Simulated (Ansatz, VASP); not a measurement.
# Au in VASP and in Ansatz

```
Au
1.0
     0.00000    2.02296    2.02296
     2.02296    0.00000    2.02296
     2.02296    2.02296    0.00000
Au
1
Direct
  0.00000 0.00000 0.00000
```

Alike in both runs: task single point; functional LDA; k mesh 13 × 13 × 13; occupations fermi-dirac, width 0.2 eV; no spin polarisation.

|  | VASP | Ansatz |
| --- | --- | --- |
| version | VASP 6.6.1 | Ansatz 0.2.0 |
| potentials or method | VASP PAW LDA potentials, release 64 (Au) | plane waves (420 eV) with PAW, scalar-relativistic |
| plane-wave cutoff (eV) | 520 | 420 |
| valence electrons in the cell | 11 | 19 |

|  | VASP | Ansatz | Ansatz less VASP |
| --- | --- | --- | --- |
| pressure (GPa) | 0.7 | 0.2 | -0.49 |

The two sets of potentials don't hold the same shells in valence. Ansatz warned: «pseudo_functional_mismatch».

Spin-orbit coupling is left out, which matters for the levels of Au.
